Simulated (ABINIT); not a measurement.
Crystal: Sb.

```
Sb
1.0
     3.35453    0.00000    0.00000
    -1.67727    2.90511    0.00000
     0.00000    0.00000    5.47016
Sb
2
Direct
  0.66667 0.33333 0.75000
  0.33333 0.66667 0.25000
```

This isn't the form of Sb at room conditions, which is rhombohedral.

```yaml
Program: ABINIT 10.8.3 (patched build)
Task: relaxation of cell and atoms
Functional: AM05
Potentials_or_basis: JTH PAW PBE v2.0
Cutoff: 517 eV
k_mesh: 9 × 9 × 5
Occupations: fermi-dirac, width 0.05 eV
Spin: no spin polarisation
```

At the start: pressure -1.9 GPa; volume 26.65 Å³/atom.

Problem. How do energy, volume and symmetry change on relaxing?

Solution. Over 9 steps the energy falls by 5.2 meV/atom and the volume is 25.83 Å³/atom (-3.1 %); space group P6_3/mmc (No. 194, to 0.05 Å).

The path:
```
step  energy change (eV)  largest force (eV/Å)  pressure (GPa)  volume (Å³)
   1              0.0000                0.0000           -1.94        53.31
   2             -0.0035                0.0000           -1.60        52.99
   3             -0.0104                0.0000            0.09        51.58
   4             -0.0104                0.0000            0.00        51.66
   5             -0.0104                0.0000            0.00        51.65
   6             -0.0104                0.0000            0.02        51.64
   7             -0.0104                0.0000            0.03        51.65
   8              0.0568                0.0000            1.67        51.14
   9             -0.0104                0.0000            0.01        51.67
```

Final structure:
```
Sb
1.0
     3.32629    0.00000    0.00000
    -1.66315    2.88066    0.00000
     0.00000    0.00000    5.39200
Sb
2
Direct
  0.66667 0.33333 0.75000
  0.33333 0.66667 0.25000
```

Caveat: the PAW data sets were made with another functional, which shifts forces and pressure a little.
